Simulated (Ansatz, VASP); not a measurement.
## Au: VASP beside Ansatz

```
CELL_PARAMETERS angstrom
-1.63487 1.63487 1.63487
1.63487 -1.63487 1.63487
1.63487 1.63487 -1.63487
ATOMIC_POSITIONS crystal
Au 0.00000 0.00000 0.00000
```

Change from the starting cell: volume scaled by 0.96.

Alike in both runs: task single point; functional PBEsol; k mesh 11 × 11 × 11; occupations fermi-dirac, width 0.05 eV; no spin polarisation.

|  | VASP | Ansatz |
| --- | --- | --- |
| version | VASP 6.6.1 | Ansatz 0.2.0 |
| potentials or method | VASP PAW PBE potentials, release 64 (Au), cutoff 520 eV | all-electron LAPW, scalar-relativistic |

Ansatz gave:

* gap on the k mesh at the Fermi level (eV): none
* pressure (GPa): -3.6

Estimate VASP's values.

gap on the k mesh at the Fermi level (eV): none; pressure (GPa): -3.8.

A gap of «none» marks a metal or a gap that the smearing closes. Ansatz ran all-electron here, so the differences hold the error of VASP's frozen core and of both bases.

Caveats: the PAW data sets were made with another functional, which shifts forces and pressure a little (VASP). Spin-orbit coupling is left out, which matters for the levels of Au.
